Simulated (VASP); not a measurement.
# Mo (Im-3m) in VASP: further runs

One crystal, Mo, is run at these levels: PBE; tasks: relaxation of cell and atoms, electrostatic potential.

All numbers are computed with VASP 6.6.1; they aren't measurements. Logs are shortened: lines on timing, memory, paths and dates and some standing lists are left out, and cuts for length are marked.

### Step 1. The crystal as given

The structure is cubic, space group Im-3m (No. 229). Conventional cell: a = 3.130 Å, b = 3.130 Å, c = 3.130 Å, α = 90.00°, β = 90.00°, γ = 90.00°. Mo (site symmetry m-3m) has 8 Mo at 2.71 Å as nearest neighbours.

The cell was built by a generator and needn't be a form met in nature.

### Step 2. Relaxation of cell and atoms, PBE

Contents of INCAR:

```
SYSTEM = Mo
PREC = Accurate ; ENCUT = 600
EDIFF = 1E-6 ; ISMEAR = 1
SIGMA = 0.1 ; LREAL = .FALSE.
LASPH = .TRUE. ; NELM = 120
ALGO = Normal ; ISIF = 3
LWAVE = .FALSE. ; LCHARG = .FALSE.
GGA = PE ; IBRION = 2
NSW = 60 ; EDIFFG = -0.005
```

Contents of KPOINTS:

```
regular mesh
0
G
  18 18 18
  0 0 0
```

Contents of POSCAR:

```
Mo
1.0
   -1.5650000000      1.5650000000      1.5650000000
    1.5650000000     -1.5650000000      1.5650000000
    1.5650000000      1.5650000000     -1.5650000000
Mo
1
Direct
    0.0000000000      0.0000000000      0.0000000000
```

Potentials or basis: VASP PAW PBE potentials, release 64 (Mo_sv).

The run is started by

```console
cat potpaw_PBE.64/Mo_sv/POTCAR > POTCAR
mpirun -np 1 vasp_std > vasp.out
```

OUTCAR:

```text
SYSTEM = Mo
   PREC = Accurate
   ENCUT = 600
   EDIFF = 1E-6
   ISMEAR = 1
   LREAL = .FALSE.
   LASPH = .TRUE.
   NELM = 120
   ISIF = 3
   GGA = PE
   IBRION = 2
   NSW = 60
   EDIFFG = -0.005

 ion  position               nearest neighbor table
   1  0.000  0.000  0.000-

  LATTYP: Found a body centered cubic cell.
 ALAT       =     3.1300000000

  Lattice vectors:

 A1 = (  -1.5650000000,   1.5650000000,   1.5650000000)
 A2 = (   1.5650000000,  -1.5650000000,   1.5650000000)
 A3 = (   1.5650000000,   1.5650000000,  -1.5650000000)

Analysis of symmetry for initial positions (statically):
=====================================================================
 Subroutine PRICEL returns:
 Original cell was already a primitive cell.

 Routine SETGRP: Setting up the symmetry group for a
 body centered cubic supercell.

 Subroutine GETGRP returns: Found 48 space group operations
 (whereof 48 operations were pure point group operations)
 out of a pool of 48 trial point group operations.

The static configuration has the point symmetry O_h .

Analysis of symmetry for dynamics (positions and initial velocities):
=====================================================================
 Subroutine PRICEL returns:
 Original cell was already a primitive cell.

 Routine SETGRP: Setting up the symmetry group for a
 body centered cubic supercell.

 Subroutine GETGRP returns: Found 48 space group operations
 (whereof 48 operations were pure point group operations)
 out of a pool of 48 trial point group operations.

The dynamic configuration has the point symmetry O_h .

 Subroutine INISYM returns: Found 48 space group operations
 (whereof 48 operations are pure point group operations),
 and found     1 'primitive' translations

----------------------------------------------------------------------------------------

                                     Primitive cell

  volume of cell :      15.3321

  direct lattice vectors                    reciprocal lattice vectors
    -1.565000000  1.565000000  1.565000000     0.000000000  0.319488818  0.319488818
     1.565000000 -1.565000000  1.565000000     0.319488818  0.000000000  0.319488818
     1.565000000  1.565000000 -1.565000000     0.319488818  0.319488818  0.000000000

  length of vectors
     2.710659514  2.710659514  2.710659514     0.451825419  0.451825419  0.451825419

  position of ions in fractional coordinates (direct lattice)
     0.000000000  0.000000000  0.000000000

  ion indices of the primitive-cell ions
   primitive index   ion index
                 1           1

----------------------------------------------------------------------------------------

 KPOINTS: regular mesh

Automatic generation of k-mesh.
 Grid dimensions read from file:
 generate k-points for:   18   18   18

 Generating k-lattice:

  Cartesian coordinates                     Fractional coordinates (reciprocal lattice)
     0.000000000  0.017749379  0.017749379     0.055555556  0.000000000  0.000000000
     0.017749379  0.000000000  0.017749379     0.000000000  0.055555556  0.000000000
     0.017749379  0.017749379  0.000000000     0.000000000  0.000000000  0.055555556

  Length of vectors
     0.025101412  0.025101412  0.025101412

  Shift w.r.t. Gamma in fractional coordinates (k-lattice)
     0.000000000  0.000000000  0.000000000

 Subroutine IBZKPT returns following result:
 ===========================================

 Found    195 irreducible k-points:

 Following reciprocal coordinates:
            Coordinates               Weight
  0.000000  0.000000  0.000000      1.000000
  0.055556  0.000000  0.000000     12.000000
  0.111111  0.000000  0.000000     12.000000
  0.166667  0.000000  0.000000     12.000000
  0.222222  0.000000  0.000000     12.000000
  0.277778  0.000000  0.000000     12.000000
[... 16 lines left out ...]
  0.333333  0.111111 -0.000000     48.000000
  0.388889  0.111111  0.000000     48.000000
 [... further k-points ...]
   k-points           NKPTS =    195   k-points in BZ     NKDIM =    195   number of bands    NBANDS=     11
   number of dos      NEDOS =    301   number of ions     NIONS =      1
   total plane-waves  NPLWV =  13824
   dimension x,y,z NGX =    24 NGY =   24 NGZ =   24
   dimension x,y,z NGXF=    48 NGYF=   48 NGZF=   48
   ions per type =               1
   NGX,Y,Z   is equivalent  to a cutoff of  14.72, 14.72, 14.72 a.u.
   NGXF,Y,Z  is equivalent  to a cutoff of  29.44, 29.44, 29.44 a.u.
 SYSTEM =  Mo
   PREC   = accura    normal or accurate (medium, high low for compatibility)
   ISTART =      0    job   : 0-new  1-cont  2-samecut
   ICHARG =      2    charge: 1-file 2-atom 10-const
   ISPIN  =      1    spin polarized calculation?
   LNONCOLLINEAR =      F non collinear calculations
   LSORBIT =      F    spin-orbit coupling
   LASPH  =      T    aspherical Exc in radial PAW
   ENCUT  =  600.0 eV  44.10 Ry    6.64 a.u.   5.41  5.41  5.41*2*pi/ulx,y,z
   NELM   =    120;   NELMIN=  2; NELMDL= -5     # of ELM steps
   EDIFF  = 0.1E-05   stopping-criterion for ELM
   LREAL  =      F    real-space projection
   EDIFFG = -.5E-02   stopping-criterion for IOM
   NSW    =     60    number of steps for IOM
   IBRION =      2    ionic relax: 0-MD 1-quasi-New 2-CG
   NFREE  =      1    steps in history (QN), initial steepest desc. (CG)
   ISIF   =      3    stress and relaxation
   ISYM   =      2    0-nonsym 1-usesym 2-fastsym
   POTIM  = 0.5000    time-step for ionic-motion
   TEBEG  =    0.0;   TEEND  =   0.0 temperature during run
   PSTRESS=    0.0 pullay stress
   NELECT =      14.0000    total number of electrons
   NUPDOWN=      -1.0000    fix difference up-down
   EMIN   =  10.00;   EMAX   =-10.00  energy-range for DOS
   EFERMI =   0.00;   METHOD = LEGACY
   ISMEAR =     1;   SIGMA  =   0.10  broadening in eV -4-tet -1-fermi 0-gaus
   EFERMI_NEDOS =   21; number of points for ismear=-14 and -15
   IALGO  =     38    algorithm
   IMIX   =      4    mixing-type and parameters
     AMIX     =   0.40;   BMIX     =  1.00
     AMIX_MAG =   1.60;   BMIX_MAG =  1.00
  volume/ion in A,a.u.               =      15.33       103.47
  Fermi-wavevector in a.u.,A,eV,Ry     =   1.588241  3.001341 34.320841  2.522511
  Thomas-Fermi vector in A             =   2.687275
   LORBIT       =      0    0 simple, 1 ext, 2 COOP (PROOUT), +10 PAW based schemes
   GGA     = PE    functional components
   LHFCALC =     F    Hartree Fock is set to
   AEXX    =    0.0000 exact exchange contribution
   IVDW    =     0    specifies the selected vdW correction
   LEPSILON=     F    determine dielectric tensor
   LRPA    =     F    only Hartree local field effects (RPA)
 conjugate gradient relaxation of ions
 non-spin polarized calculation
 Methfessel and Paxton  Order N= 1 SIGMA  =   0.10
  energy-cutoff  :      600.00
  volume of cell :       15.33
 maximum number of plane-waves:       531
 NGX is ok and might be reduce to    24
   NGX = 11   NGY = 11   NGZ = 11

--------------------------------------- Ionic step        1  -------------------------------------------

 number of electron      14.0000000 magnetization

 Free energy of the ion-electron system (eV)
  ---------------------------------------------------
  ext. energy  EPLUGINS =         0.00000000
  ---------------------------------------------------
  free energy    TOTEN  =       -10.92115765 eV

  energy without entropy =      -10.92161658  energy(sigma->0) =      -10.92131063

------------------------ aborting loop because EDIFF is reached ----------------------------------------

  FORCE on cell =-STRESS in cart. coord.  units (eV):
  Direction    XX          YY          ZZ          XY          YZ          ZX
  --------------------------------------------------------------------------------------
  -------------------------------------------------------------------------------------
  Total        0.8081378      0.8081378      0.8081378     -0.0000000     -0.0000000      0.0000000
  in kB       84.4487054     84.4487054     84.4487054     -0.0000000     -0.0000000      0.0000000
  external PRESSURE =      84.4487054 kB  Pullay stress =       0.0000000 kB
[... 90 lines left out ...]
  energy  without entropy=      -10.9334169696  energy(sigma->0) =      -10.93327663

--------------------------------------- Ionic step        4  -------------------------------------------

 number of electron      14.0000002 magnetization

 Free energy of the ion-electron system (eV)
  ---------------------------------------------------
  ext. energy  EPLUGINS =         0.00000000
  ---------------------------------------------------
  free energy    TOTEN  =       -10.93322191 eV

  energy without entropy =      -10.93344158  energy(sigma->0) =      -10.93329513

 E-fermi :  12.4269     XC(G=0): -13.3281

 val. band max:       12.4130839941   @ k =   0.3889   0.1111   0.0000
 cond. band min:      12.4384111750   @ k =  -0.3889   0.4444   0.2778
 fundamental gap:      0.0253271809
 Fermi energy:        12.4269232138

 k-point     1 :       0.0000    0.0000    0.0000
  band No.  band energies     occupation
      1     -48.8621      2.00000
      2     -22.1540      2.00000
      3     -22.1540      2.00000
      4     -22.1540      2.00000
      5       5.2179      2.00000
      6      11.0739      2.00000
      7      11.0739      2.00000
      8      11.0739      2.00000
      9      14.0590     -0.00000
     10      14.0590     -0.00000
     11      27.2320      0.00000
[... 309 lines left out ...]
 k-point    24 :       0.3889    0.1111    0.0000
  band No.  band energies     occupation
      1     -48.6089      2.00000
      2     -23.4219      2.00000
      3     -22.6231      2.00000
      4     -22.2233      2.00000
      5       7.5661      2.00000
      6       9.2216      2.00000
      7      12.4131      1.23177
      8      13.9589     -0.00000
      9      15.0750      0.00000
     10      17.7263      0.00000
     11      23.9828      0.00000

 [... further k-points ...]

------------------------ aborting loop because EDIFF is reached ----------------------------------------

  FORCE on cell =-STRESS in cart. coord.  units (eV):
  Direction    XX          YY          ZZ          XY          YZ          ZX
  --------------------------------------------------------------------------------------
  -------------------------------------------------------------------------------------
  Total       -0.0016659     -0.0016659     -0.0016659      0.0000000     -0.0000000      0.0000000
  in kB       -0.1688708     -0.1688708     -0.1688708      0.0000000     -0.0000000      0.0000000
  external PRESSURE =      -0.1688708 kB  Pullay stress =       0.0000000 kB
[... 16 lines left out ...]
  FREE ENERGIE OF THE ION-ELECTRON SYSTEM (eV)
  ---------------------------------------------------
  free  energy   TOTEN  =       -10.9332219051 eV

  energy  without entropy=      -10.9334415822  energy(sigma->0) =      -10.93329513

 reached required accuracy - stopping structural energy minimisation
```

Run time: 42 s. Hardware: 1 thread of Intel Xeon Platinum 8375C at 2.90GHz (Ice Lake), shared host; peak memory 0.18 GiB.

Results:

| Quantity | Value |
| --- | --- |
| Free energy | -10.9332 eV |
| Relaxed volume | 15.80 Å³/atom |
| Relaxed cell | a = 2.738 Å, b = 2.738 Å, c = 2.738 Å, α = 109.47°, β = 109.47°, γ = 109.47° |
| Space group after relaxing (to 0.05 Å) | Im-3m (No. 229) |
| Energy gained by relaxing | 12.1 meV/atom |
| Ionic steps | 4 |
| Pressure after relaxing | 0.0 GPa |
| Band gap on the k mesh | none (metal or under the smearing width) |

Step by step:
```tsv
step	energy change (eV)	largest force (eV/Å)	pressure (GPa)	volume (Å³)
1	0.0000	0.0000	8.44	15.33
2	0.0733	0.0000	-18.23	17.20
3	-0.0120	0.0000	-0.27	15.82
4	-0.0121	0.0000	-0.02	15.80
```

Final structure:
```
Mo
1.0
    -1.58092    1.58092    1.58092
     1.58092   -1.58092    1.58092
     1.58092    1.58092   -1.58092
Mo
1
Direct
  0.00000 0.00000 0.00000
```

### Step 3. Electrostatic potential, PBE

This run uses another cell than the first one, of 15.80 Å³/atom, 1.031 times its volume.

Contents of INCAR:

```
  ALGO = Normal
  EDIFF = 1E-6
  ENCUT = 520
  GGA = PE
  ISIF = 2
  ISMEAR = 1
  LASPH = True
  LCHARG = True
  LREAL = False
  LVHAR = True
  LWAVE = False
  NELM = 80
  PREC = Accurate
  SIGMA = 0.1
```

Contents of KPOINTS:

```
k-points
0
Gamma
  18 18 18
```

Contents of POSCAR:

```
Mo                                      
1.0
   -1.5809233255      1.5809233255      1.5809233255
    1.5809233255     -1.5809233255      1.5809233255
    1.5809233255      1.5809233255     -1.5809233255
  Mo            
     1
Direct
     0.0000000000000000    0.0000000000000000    0.0000000000000000
```

Potentials or basis: VASP PAW PBE potentials, release 64 (Mo_sv).

The run is started by

```console
cat potpaw_PBE.64/Mo_sv/POTCAR > POTCAR
mpirun -np 1 vasp_std > vasp.out
```

Run time: 14 s. Hardware: 1 thread of Intel Xeon Platinum 8375C at 2.90GHz (Ice Lake), shared host; peak memory 0.15 GiB.

The run converged. Its results:

* Free energy: -10.9337 eV
* Pressure: 0.1 GPa
* Band gap on the k mesh: none (metal or under the smearing width)

Levels at points of the mesh, in eV from the Fermi level:
| k point | band 3 | band 4 | band 5 | band 6 | band 7 | band 8 | band 9 | band 10 | band 11 |
| --- | --- | --- | --- | --- | --- | --- | --- | --- | --- |
| (0.00, 0.00, 0.00) | -34.58 | -34.58 | -7.21 | -1.35 | -1.35 | -1.35 | 1.63 | 1.63 | 14.80 |
| (0.50, 0.00, 0.00) | -35.01 | -34.59 | -5.27 | -3.36 | 1.57 | 1.65 | 2.27 | 4.66 | 11.47 |
| (0.50, 0.50, 0.50) | -35.51 | -35.51 | -5.36 | -5.36 | 3.91 | 3.91 | 3.91 | 8.97 | 8.97 |
